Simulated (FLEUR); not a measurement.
Input of a FLEUR MaX-R8.1 (later development tree) run:

Contents of inp.xml:

```xml
<?xml version="1.0" encoding="UTF-8" standalone="no"?>
<fleurInput fleurInputVersion="0.39">
   <comment>
      Cr                                                                                                  
   </comment>
   <calculationSetup>
      <cutoffs Kmax="4.14" Gmax="12.8" GmaxXC="12.8" numbands="0"/>
      <scfLoop itmax="60" minDistance="0.00001" maxIterBroyd="15" imix="Anderson" alpha="0.05" precondParam="0.0" spinf="2.0" sdNocoIR="T"/>
      <coreElectrons ctail="T" frcor="F" kcrel="0" coretail_lmax="0"/>
      <xcFunctional name="PBEs" relativisticCorrections="F"/>
      <magnetism jspins="2"/>
      <soc l_soc="F" theta="0.0" phi="0.0" spav="F"/>
      <expertModes spex="0" secvar="F"/>
      <geometryOptimization l_f="F" forcealpha="1.0" forcemix="BFGS" epsdisp="0.00001" epsforce="0.00001"/>
      <ldaU l_linMix="F" mixParam="0.05" spinf="1.0"/>
   </calculationSetup>
   <cell>
      <bzIntegration valenceElectrons="28.0" mode="hist" fermiSmearingEnergy="0.00183747">
         <kPointListSelection listName="default-1"/>
         <!-- k-points included here -->
         <xi:include xmlns:xi="http://www.w3.org/2001/XInclude" href="kpts.xml"> </xi:include>
      </bzIntegration>
      <!-- symmetry operations included here -->
      <xi:include xmlns:xi="http://www.w3.org/2001/XInclude" href="sym.xml"> </xi:include>
      <bulkLattice scale="1.0">
         <bravaisMatrix>
            <row-1>    5.1287167021643993     0.0000000000000000     0.0000000000000000</row-1>
            <row-2>   -2.5643583510821997     4.4415989529427842     0.0000000000000000</row-2>
            <row-3>    0.0000000000000000     0.0000000000000000     8.3336922094859993</row-3>
         </bravaisMatrix>
      </bulkLattice>
   </cell>
   <atomSpecies>
      <species name="Chromium (3.000" element="Cr" atomicNumber="24">
         <mtSphere radius="2.37" gridPoints="783" logIncrement="0.015"/>
         <atomicCutoffs lmax="9" lnonsphr="9"/>
         <electronConfig flipSpins="F">
            <coreConfig>(1s1/2) (2s1/2) (2p1/2) (2p3/2)</coreConfig>
            <valenceConfig>(3s1/2) (3p1/2) (3p3/2) (4s1/2) (3d3/2) (3d5/2)</valenceConfig>
            <stateOccupation state="(4s1/2)" spinUp="0.5" spinDown="0.5"/>
            <stateOccupation state="(3d3/2)" spinUp="1.0" spinDown="1.0"/>
            <stateOccupation state="(3d5/2)" spinUp="3.0" spinDown="0.0"/>
         </electronConfig>
         <energyParameters s="4" p="4" d="3" f="4"/>
         <lo type="SCLO" l="0" n="3" eDeriv="0"/>
         <lo type="SCLO" l="1" n="3" eDeriv="0"/>
         <lo type="SCLO" l="1" n="3" eDeriv="1"/>
         <lo type="SCLO" l="2" n="3" eDeriv="2"/>
         <lo type="SCLO" l="3" n="4" eDeriv="2"/>
      </species>
   </atomSpecies>
   <atomGroups>
      <atomGroup species="Chromium (3.000">
         <relPos label="                   1">-1.000/3.000 1.000/3.000 -1.000/4.000</relPos>
         <relPos label="                   2">1.000/3.000 -1.000/3.000 1.000/4.000</relPos>
         <force calculate="T" relaxXYZ="TTT"/>
      </atomGroup>
   </atomGroups>
   <output dos="F" band="F" slice="F">
      <checks vchk="F" cdinf="F"/>
      <bandDOS minEnergy="-.5*Htr" maxEnergy="0.5*Htr" sigma="0.015" storeEVData="T"/>
      <vacuumDOS vacdos="F" integ="F" star="F" nstars="0" locx1="0.0" locy1="0.0" locx2="0.0" locy2="0.0" nstm="0" tworkf="0.0"/>
      <unfoldingBand unfoldBand="F" supercellX="1" supercellY="1" supercellZ="1"/>
      <plotting iplot="0" polar="F">
         <plot TwoD="T" vec1="  1.0  0.0  0.0" vec2="  0.0  1.0  0.0" vec3="  0.0  0.0  1.0" zero="  0.0  0.0  0.0" file="plot"/>
      </plotting>
      <chargeDensitySlicing numkpt="0" minEigenval="0.0" maxEigenval="0.0" nnne="0" pallst="F"/>
      <specialOutput eonly="F"/>
      <moessbauerParams electricFieldGradient="T" isomerShift="T" coreHyperfine="T" valenceHyperfine="T"/>
      <magneticCircularDichroism mcd="F" energyLo="-10.0" energyUp="0.0"/>
   </output>
  <!-- We include the file relax.xml here to enable relaxations (see documentation) -->
  <xi:include xmlns:xi="http://www.w3.org/2001/XInclude" href="relax.xml"> <xi:fallback/> </xi:include>
</fleurInput>
```

File crystal.txt:

```
Cr
&input cartesian=F /
2.7140000000  0.0000000000  0.0000000000
-1.3570000000  2.3503929459  0.0000000000
0.0000000000  0.0000000000  4.4100000000
1.8897261246
1.0 1.0 1.0

2
24 0.6666666666  0.3333333332  0.7500000000 : 3.000
24 0.3333333332  0.6666666666  0.2500000000 : 3.000

&kpt div1=11 div2=11 div3=6 gamma=T /
```

Contents of inp.xml (bands):

```
<?xml version="1.0" encoding="UTF-8" standalone="no"?>
<fleurInput fleurInputVersion="0.39">
   <comment>
      Cr                                                                                                  
   </comment>
   <calculationSetup>
      <cutoffs Kmax="4.14" Gmax="12.8" GmaxXC="12.8" numbands="0"/>
      <scfLoop itmax="60" minDistance="0.00001" maxIterBroyd="15" imix="Anderson" alpha="0.05" precondParam="0.0" spinf="2.0" sdNocoIR="T"/>
      <coreElectrons ctail="T" frcor="F" kcrel="0" coretail_lmax="0"/>
      <xcFunctional name="PBEs" relativisticCorrections="F"/>
      <magnetism jspins="2"/>
      <soc l_soc="F" theta="0.0" phi="0.0" spav="F"/>
      <expertModes spex="0" secvar="F"/>
      <geometryOptimization l_f="F" forcealpha="1.0" forcemix="BFGS" epsdisp="0.00001" epsforce="0.00001"/>
      <ldaU l_linMix="F" mixParam="0.05" spinf="1.0"/>
   </calculationSetup>
   <cell>
      <bzIntegration valenceElectrons="28.0" mode="hist" fermiSmearingEnergy="0.00183747">
         <kPointListSelection listName="path-1"/>
         <!-- k-points included here -->
         <xi:include xmlns:xi="http://www.w3.org/2001/XInclude" href="kpts.xml"> </xi:include>
      </bzIntegration>
      <!-- symmetry operations included here -->
      <xi:include xmlns:xi="http://www.w3.org/2001/XInclude" href="sym.xml"> </xi:include>
      <bulkLattice scale="1.0">
         <bravaisMatrix>
            <row-1>    5.1287167021643993     0.0000000000000000     0.0000000000000000</row-1>
            <row-2>   -2.5643583510821997     4.4415989529427842     0.0000000000000000</row-2>
            <row-3>    0.0000000000000000     0.0000000000000000     8.3336922094859993</row-3>
         </bravaisMatrix>
      </bulkLattice>
   </cell>
   <atomSpecies>
      <species name="Chromium (3.000" element="Cr" atomicNumber="24">
         <mtSphere radius="2.37" gridPoints="783" logIncrement="0.015"/>
         <atomicCutoffs lmax="9" lnonsphr="9"/>
         <electronConfig flipSpins="F">
            <coreConfig>(1s1/2) (2s1/2) (2p1/2) (2p3/2)</coreConfig>
            <valenceConfig>(3s1/2) (3p1/2) (3p3/2) (4s1/2) (3d3/2) (3d5/2)</valenceConfig>
            <stateOccupation state="(4s1/2)" spinUp="0.5" spinDown="0.5"/>
            <stateOccupation state="(3d3/2)" spinUp="1.0" spinDown="1.0"/>
            <stateOccupation state="(3d5/2)" spinUp="3.0" spinDown="0.0"/>
         </electronConfig>
         <energyParameters s="4" p="4" d="3" f="4"/>
         <lo type="SCLO" l="0" n="3" eDeriv="0"/>
         <lo type="SCLO" l="1" n="3" eDeriv="0"/>
         <lo type="SCLO" l="1" n="3" eDeriv="1"/>
         <lo type="SCLO" l="2" n="3" eDeriv="2"/>
         <lo type="SCLO" l="3" n="4" eDeriv="2"/>
      </species>
   </atomSpecies>
   <atomGroups>
      <atomGroup species="Chromium (3.000">
         <relPos label="                   1">-1.000/3.000 1.000/3.000 -1.000/4.000</relPos>
         <relPos label="                   2">1.000/3.000 -1.000/3.000 1.000/4.000</relPos>
         <force calculate="T" relaxXYZ="TTT"/>
      </atomGroup>
   </atomGroups>
   <output dos="F" band="T" slice="F">
      <checks vchk="F" cdinf="F"/>
      <bandDOS minEnergy="-.5*Htr" maxEnergy="0.5*Htr" sigma="0.015" storeEVData="T"/>
      <vacuumDOS vacdos="F" integ="F" star="F" nstars="0" locx1="0.0" locy1="0.0" locx2="0.0" locy2="0.0" nstm="0" tworkf="0.0"/>
      <unfoldingBand unfoldBand="F" supercellX="1" supercellY="1" supercellZ="1"/>
      <plotting iplot="0" polar="F">
         <plot TwoD="T" vec1="  1.0  0.0  0.0" vec2="  0.0  1.0  0.0" vec3="  0.0  0.0  1.0" zero="  0.0  0.0  0.0" file="plot"/>
      </plotting>
      <chargeDensitySlicing numkpt="0" minEigenval="0.0" maxEigenval="0.0" nnne="0" pallst="F"/>
      <specialOutput eonly="F"/>
      <moessbauerParams electricFieldGradient="T" isomerShift="T" coreHyperfine="T" valenceHyperfine="T"/>
      <magneticCircularDichroism mcd="F" energyLo="-10.0" energyUp="0.0"/>
   </output>
  <!-- We include the file relax.xml here to enable relaxations (see documentation) -->
  <xi:include xmlns:xi="http://www.w3.org/2001/XInclude" href="relax.xml"> <xi:fallback/> </xi:include>
</fleurInput>
```

Potentials or basis: all-electron, FLAPW.

Launch:

```console
$ inpgen -f crystal.txt -profile fastHighL
$ # inp.xml edited to the form shown
$ fleur_MPI
$ fleur_MPI   # second run, on inp.xml (bands)
```

Estimate the band gap along the path.

none (metal or under the smearing width).

Estimate the site moments.

Cr +0.76 μB.

Predict the net moment.

1.65 μB per cell.

Levels at the corners of the path, in eV from the Fermi level:
Spin up:
```
point  band 12  band 13  band 14  band 15  band 16  band 17  band 18  band 19
    Γ    -0.64    -0.60    -0.27    -0.27     0.19     0.19     0.37     1.44
    M    -1.17    -0.78    -0.68    -0.21     1.60     1.71     1.77     2.98
    K    -2.14    -1.02    -1.02     0.01     1.35     1.35     1.44     5.33
    Γ    -0.64    -0.60    -0.27    -0.27     0.19     0.19     0.37     1.44
    A    -1.11    -0.70    -0.70    -0.70    -0.70     1.09     1.09     1.09
    L    -2.00     0.29     0.29     0.72     0.72     1.70     1.70     2.55
    H    -2.12    -1.26    -1.26     0.14     0.14     1.55     1.55     6.26
    A    -1.11    -0.70    -0.70    -0.70    -0.70     1.09     1.09     1.09
    L    -2.00     0.29     0.29     0.72     0.72     1.70     1.70     2.55
    M    -1.17    -0.78    -0.68    -0.21     1.60     1.71     1.77     2.98
    K    -2.14    -1.02    -1.02     0.01     1.35     1.35     1.44     5.33
    H    -2.12    -1.26    -1.26     0.14     0.14     1.55     1.55     6.26
```
Spin down:
| point | band 11 | band 12 | band 13 | band 14 | band 15 | band 16 | band 17 | band 18 |
| --- | --- | --- | --- | --- | --- | --- | --- | --- |
| Γ | -0.01 | 0.05 | 0.05 | 0.44 | 0.44 | 0.65 | 0.93 | 0.93 |
| M | -2.28 | -0.78 | -0.07 | -0.03 | 0.39 | 2.36 | 2.50 | 2.53 |
| K | -1.80 | -1.60 | -0.36 | -0.36 | 0.71 | 2.02 | 2.02 | 2.21 |
| Γ | -0.01 | 0.05 | 0.05 | 0.44 | 0.44 | 0.65 | 0.93 | 0.93 |
| A | -0.58 | -0.58 | 0.00 | 0.00 | 0.00 | 0.00 | 1.86 | 1.86 |
| L | -1.41 | -1.41 | 1.02 | 1.02 | 1.17 | 1.17 | 2.46 | 2.46 |
| H | -1.54 | -1.54 | -0.72 | -0.72 | 0.86 | 0.86 | 2.22 | 2.22 |
| A | -0.58 | -0.58 | 0.00 | 0.00 | 0.00 | 0.00 | 1.86 | 1.86 |
| L | -1.41 | -1.41 | 1.02 | 1.02 | 1.17 | 1.17 | 2.46 | 2.46 |
| M | -2.28 | -0.78 | -0.07 | -0.03 | 0.39 | 2.36 | 2.50 | 2.53 |
| K | -1.80 | -1.60 | -0.36 | -0.36 | 0.71 | 2.02 | 2.02 | 2.21 |
| H | -1.54 | -1.54 | -0.72 | -0.72 | 0.86 | 0.86 | 2.22 | 2.22 |
